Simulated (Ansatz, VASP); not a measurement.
## One calculation of Hg, two programs

File POSCAR:

```
Hg
1.0
   -2.1007404250      2.1007404250      1.8022580000
    2.1007404250     -2.1007404250      1.8022580000
    2.1007404250      2.1007404250     -1.8022580000
Hg
1
Direct
    0.0000000000      0.0000000000      0.0000000000
```

Contents of INCAR.step1:

```
SYSTEM = Hg
  ALGO = Normal
  EDIFF = 1E-4
  ENCUT = 520
  GGA = PE
  ISMEAR = -1
  LASPH = .True.
  LCHARG = .False.
  LREAL = .False.
  LWAVE = .True.
  NBANDS = 12
  NELM = 80
  PREC = Accurate
  SIGMA = 0.08
```

INCAR.step2

```
SYSTEM = Hg
  ALGO = Normal
  EDIFF = 1E-8
  ENCUT = 520
  ISIF = 2
  ISMEAR = -1
  ISTART = 1
  LASPH = .True.
  LCHARG = .False.
  LEFG = .True.
  LMIXTAU = .True.
  LREAL = .False.
  LWAVE = .False.
  METAGGA = R2SCAN
  NBANDS = 12
  NELM = 80
  PREC = Accurate
  SIGMA = 0.08
```

KPOINTS

```
k-points
0
Gamma
  13 13 13
  0 0 0
```

Input for Ansatz:

```yaml
crystal:
  lattice:
    - [-2.100740425, 2.100740425, 1.802258]
    - [2.100740425, -2.100740425, 1.802258]
    - [2.100740425, 2.100740425, -1.802258]
  atoms:
    - { symbol: Hg, position: [0.0, 0.0, 0.0] }
kpoints:
  mp_grid: { grid: [13, 13, 13] }
scf:
  occupations: { method: fermi_dirac, width: 0.08 }
hamiltonian:
  xc: r2scan
  pseudopotentials: { kind: all_electron, datasets: crystal }
output:
  forces: true
  stress: true
  eigenvalues: true
  efg: { contact_densities: true }
```

Change from the starting cell: x and y stretched by +1.5 %, z held, crystal datasets.

Alike in both runs: task electric field gradients; functional r2SCAN; k mesh 13 × 13 × 13; occupations fermi-dirac, width 0.08 eV; no spin polarisation.

|  | VASP | Ansatz |
| --- | --- | --- |
| version | VASP 6.6.1 | Ansatz 0.2.0 |
| potentials or method | VASP PAW PBE potentials, release 64 (Hg) | all-electron PAW with datasets made for the crystal, scalar-relativistic |
| plane-wave cutoff (eV) | 520 | see its input |

VASP gave:

```
pressure (GPa)                                                 : -1.5
largest component of the traceless stress (GPa)                : 0.25
Vzz of the field gradient on the site that differs most (V/Å²) : -4.0
```

**Question.** Which values does Ansatz return?

**Answer.** Pressure (GPa): -1.6; largest component of the traceless stress (GPa): 0.25; Vzz of the field gradient on the site that differs most (V/Å²): -4.1.

Ansatz ran all-electron here, so the differences hold the error of VASP's frozen core and of both bases. Ansatz warned: «gradients_without_spin_orbit».

Caveats: the PAW data sets were made with another functional, which shifts forces and pressure a little (VASP). The runs have no spin-orbit coupling, so splittings on Hg are missing.
